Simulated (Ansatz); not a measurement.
The system is Pt.

```xyz
1
Lattice="-1.5822 1.5850 1.5847 1.6029 -1.5798 1.6002 1.5675 1.5651 -1.5795" Properties=species:S:1:pos:R:3 pbc="T T T"
Pt    0.0000    0.0000    0.0000
```

This isn't the form of Pt at room conditions, which is fcc.

The cell isn't the ideal one: cell sheared at random, sigma 0.01, atoms nudged by 0.01 Å.

Program: Ansatz 0.2.0. Alike in all runs: potentials or basis Ansatz PAW; cell sheared at random, sigma 0.01, atoms nudged by 0.01 Å; smearing fermi-dirac 0.05 eV; the mesh is coarse, so values aren't converged. Hardware: 1 × NVIDIA H100 80GB HBM3 with 2 threads of AMD EPYC 7R13 Processor (Zen 3), on a shared host.

Order these runs on this cell by their wall time, lowest first.
A. task band structure; level HSEsol; spin off; k mesh 6 × 6 × 6; cutoff (eV) 420; points for each segment of the path 4
B. task single point; level r2SCAN0; spin off; k mesh 6 × 6 × 6; cutoff (eV) 500
C. task single point; level HSE06; spin SOC, no magnetisation; k mesh 5 × 5 × 5; cutoff (eV) 420

B (30 s), C (64 s), A (250 s).

Caveats: all runs use coarse meshes.
